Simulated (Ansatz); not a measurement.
SnO$_{2}$ (Fm-3m): G0W0 and the choice of datasets

```
CELL_PARAMETERS angstrom
0.00000 2.43663 2.43663
2.43663 0.00000 2.43663
2.43663 2.43663 0.00000
ATOMIC_POSITIONS crystal
Sn 0.00000 0.00000 0.00000
O 0.25000 0.25000 0.25000
O 0.75000 0.75000 0.75000
```

Held fixed (Ansatz):

| Item | Value |
| --- | --- |
| orbitals | PBE |
| k mesh | 4×4×4 |
| empty bands | 186 |
| response cutoff | 200 eV |
| frequencies | contour deformation |
| q → 0 term | analytic weight of Carrier, Rohra and Görling |
| band sums | cut at the band count |
| spin-orbit coupling | off |

The gap is read from k = (0.25, -0.5, -0.25) to Γ, linearised, between the Kohn-Sham band edges among the points solved. ε∞ is the electronic dielectric constant on this mesh.

```csv
"datasets, wave cutoff",KS gap (eV),G0W0 gap (eV),ε∞
"all-electron, 3300 eV",1.54,2.92,4.9
"hard PAW, 700 eV",1.53,2.93,4.9
"hand-made PAW, accurate, 900 eV",1.53,2.93,4.9
"hand-made PAW, 930 eV",1.54,2.93,4.9
"JTH PAW, 700 eV",1.52,2.93,4.8
"soft PAW (1st gen.), 420 eV",1.53,2.81,4.9
"norm-conserving, 1240 eV",1.55,2.79,4.9
```

Farthest from all-electron, 3300 eV in the G0W0 gap: norm-conserving, 1240 eV (-0.13 eV). The nearest differs by 0.007 eV.

The cell is a model at fixed atoms and needn't be the relaxed known crystal. Soft PAW datasets can miss an all-electron G0W0 gap by more than 5 %. With norm-conserving pseudopotentials the core–valence exchange is only approximate, which can shift gaps by tenths of an eV and RPA lattice constants by most of a per cent. Points k are given in fractions of the reciprocal vectors. The mesh is coarse, so these are values at the stated settings, not converged ones. Band sums or response are cut, so the gap isn't at its basis limit. The gap is read on the mesh, and the crystal's band edges can lie off it. Meshes this coarse can overestimate the dielectric constant by a tenth and more.
